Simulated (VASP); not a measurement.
Crystal: TaS2.

```
CELL_PARAMETERS angstrom
3.35000 0.00000 0.00000
-1.67500 2.90119 0.00000
0.00000 0.00000 5.86000
ATOMIC_POSITIONS crystal
Ta 0.00000 0.00000 0.00000
S 0.66667 0.33333 0.75000
S 0.33333 0.66667 0.25000
```

* Program: VASP 6.6.1
* Task: relaxation of cell and atoms
* Functional: optPBE-vdW
* Potentials or basis: VASP PAW PBE potentials, release 64 (Ta_pv, S)
* Cutoff: 600 eV
* k mesh: 9 × 9 × 5
* Occupations: fermi-dirac, width 0.05 eV
* Spin: no spin polarisation

At the start: pressure 10.8 GPa; volume 18.98 Å³/atom.

How do energy, volume and symmetry change on relaxing?

Over 17 steps the energy falls by 52.0 meV/atom and the volume is 20.32 Å³/atom (+7.1 %); space group P-3m1 (No. 164, to 0.05 Å).

Step by step:
```tsv
step	energy change (eV)	largest force (eV/Å)	pressure (GPa)	volume (Å³)
1	0.0000	1.4758	10.76	56.95
2	0.3265	2.0282	-13.79	68.11
3	-0.1523	0.0459	-0.63	60.65
4	-0.1526	0.0136	-0.22	60.48
5	-0.1526	0.0401	-0.03	60.41
6	-0.1545	0.0038	0.10	60.30
7	-0.1548	0.0281	0.18	60.23
8	-0.1550	0.0582	-0.09	60.41
9	-0.1550	0.0708	-0.19	60.47
10	-0.1551	0.0685	-0.20	60.50
11	-0.1553	0.0606	-0.20	60.60
12	-0.1556	0.0458	-0.23	60.79
13	-0.1557	0.0154	-0.24	61.18
14	-0.1558	0.0231	-0.24	61.07
15	-0.1558	0.0204	0.11	60.91
16	-0.1559	0.0069	0.02	60.96
17	-0.1559	0.0045	0.00	60.97
```

Final structure:
```yaml
crystal:
  lattice:
    - [3.39544, 0.00000, 0.00000]
    - [-1.69772, 2.94054, 0.00000]
    - [0.00000, 0.00000, 6.10668]
  atoms:
    - { symbol: Ta, position: [0.00000, 0.00000, 0.00000] }
    - { symbol: S, position: [0.66667, 0.33333, 0.74816] }
    - { symbol: S, position: [0.33333, 0.66667, 0.25184] }
```

Caveat: the PAW data sets were made with another functional, which shifts forces and pressure a little.
